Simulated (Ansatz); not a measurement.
Cd: pressure against volume per atom

Results calculated with Ansatz 0.2.0, not measured. Periodic Kohn-Sham DFT of a crystal at fixed atoms; pressure and stress are positive in compression; the energy is the free energy less that of spherical unpolarised free atoms; site moments are those in the method's own spheres, positive along +z.

Cell of the first row (space group Fm-3m, No. 225):
```
CELL_PARAMETERS angstrom
0.00000 2.20400 2.20400
2.20400 0.00000 2.20400
2.20400 2.20400 0.00000
ATOMIC_POSITIONS crystal
Cd 0.00000 0.00000 0.00000
```

Settings of every row: method frozen-core PAW; functional PBE; relativity scalar; k mesh 14x14x14; filling fermi-dirac; smearing width 0.03 eV; wave cutoff 420 eV; paw set soft_2.

Atom start moment: 0 on all atoms.

Limits: the cell comes from a prototype or a list of computed structures and needn't be the stable phase.

```
row  volume per atom (Å³)  pressure (GPa)
  1                21.412           3.244
  2                22.084           1.473
  3                22.767               0
  4                 23.45          -1.196
  5                24.133               ?
```

Question: what pressure should row 5 give?

Worked fit of pressure. Take u = (V_r/V)^(2/3) − 1 with V_r = 22.425 Å³ an atom, which is twice the finite (Eulerian) strain; such expansions in the strain, on which the Birch-Murnaghan equation of state is built, carry the rest volume and the bulk modulus. The shown rows have u = 0.0313, 0.01027, -0.01004, -0.02936. Least squares give pressure = 0.6997 + 72.64 × u + 275.73 × u² GPa; a straight line predicts inner rows, each left out in turn, worse (root mean square 0.16 against 0.004 GPa). The rows lie off it by 0.001, -0.002, 0.002, -0.001. The pressure vanishes at u = -0.0100, or V = 22.77 Å³ an atom, and there the bulk modulus at fixed shape and fractions is B = −V dP/dV = (2/3)(1 + u) dP/du = 44.3 GPa. The withheld row has u = -0.04776, so the fit gives 0.6997 + 72.64 × (-0.04776) + 275.73 × (-0.04776)² = -2.141 GPa.

The calculation gave -2.153 GPa. The fit lies 0.012 GPa (0.22 % of the column's range) above it; its largest miss of a shown row is 0.002 GPa. This row lies beyond the range of the fit.
